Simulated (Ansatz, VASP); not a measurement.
This is a calculation of TiO2 for Ansatz 0.2.0. The cell is a database's computed one, not the measured one.

Contents of input.yaml:

```yaml
crystal:
  lattice:
    - [4.5998373239, 0.0, 0.0]
    - [0.0, 4.5998373239, 0.0]
    - [0.0, 0.0, 2.95921356]
  atoms:
    - { symbol: Ti, position: [0.0, 0.0, 0.5] }
    - { symbol: Ti, position: [0.5, 0.5, 0.0] }
    - { symbol: O, position: [0.30432132, 0.30432132, 0.5] }
    - { symbol: O, position: [0.19567868, 0.80432132, 0.0] }
    - { symbol: O, position: [0.80432132, 0.19567868, 0.0] }
    - { symbol: O, position: [0.69567868, 0.69567868, 0.5] }
hamiltonian:
  xc: revpbe
  pseudopotentials: { kind: paw }
  dispersion: d4
kpoints:
  mp_grid: { grid: [6, 6, 9] }
scf:
  occupations: { method: fermi_dirac, width: 0.05 }
output:
  forces: true
  stress: true
  write_density: true
  write_potential: true
  elf: true
  volumetric_format: npy
relax:
  f_tol: 0.01
  max_steps: 40
  cell: { stress_tol: 0.05 }
```

Potentials or basis: Ansatz PAW.

Launch:

```sh
$ ansatz run input.yaml --threads 2 --pin off --max-ram 5632MiB --backend cpu --events-out ev --progress --plain --runs-dir out
```

Question: Set up the same calculation for VASP 6.6.1. Potentials or basis there: PBE PAW files O, Ti_sv, 600 eV.

Answer: As run (cutoffs and basis follow the program's own potentials, and thresholds, step limits or extra output files can differ):

File INCAR:

```
SYSTEM = TiO2
PREC = Accurate
ENCUT = 600
EDIFF = 1E-6
ISMEAR = -1
SIGMA = 0.05
LREAL = .False.
LASPH = .True.
NELM = 60
ALGO = Fast
ISIF = 3
LWAVE = .False.
LCHARG = .False.
GGA = RE
IVDW = 13
IBRION = 2
NSW = 40
EDIFFG = -0.005
```

The input KPOINTS:

```
Automatic mesh
0
Gamma
  6 6 9
  0 0 0
```

The input POSCAR:

```
TiO2
1.0
    4.5998373239      0.0000000000      0.0000000000
    0.0000000000      4.5998373239      0.0000000000
    0.0000000000      0.0000000000      2.9592135600
Ti O
2 4
Direct
    0.0000000000      0.0000000000      0.5000000000
    0.5000000000      0.5000000000      0.0000000000
    0.3043213200      0.3043213200      0.5000000000
    0.1956786800      0.8043213200      0.0000000000
    0.8043213200      0.1956786800      0.0000000000
    0.6956786800      0.6956786800      0.5000000000
```

Potentials or basis: VASP PAW PBE potentials, release 64 (Ti_sv, O).

The run is started by

```bash
$ cat potpaw_PBE.64/Ti_sv/POTCAR potpaw_PBE.64/O/POTCAR > POTCAR
$ mpirun -np 1 vasp_std > vasp.out
```

Both were run:

|  | Ansatz | VASP |
| --- | --- | --- |
| Relaxed volume | 10.38 Å³/atom | 10.39 Å³/atom |
| Relaxed cell | a = 4.591 Å, b = 4.591 Å, c = 2.953 Å, α = 90.00°, β = 90.00°, γ = 90.00° | a = 4.593 Å, b = 4.593 Å, c = 2.955 Å, α = 90.00°, β = 90.00°, γ = 90.00° |
| Space group after relaxing | P4_2/mnm (No. 136) | P4_2/mnm (No. 136) |
| Pressure after relaxing | 0.0 GPa | 0.0 GPa |

Ansatz's pressure holds a Pulay term of +0.67 GPa for its cutoff of 420 eV, which the other run lacks.

Ansatz's potentials were made for PBE. VASP's potentials were made for PBE.

Where Ansatz's input types no cutoff or centring, it takes its own default and a Γ-centred mesh.

Pressure is positive in compression.
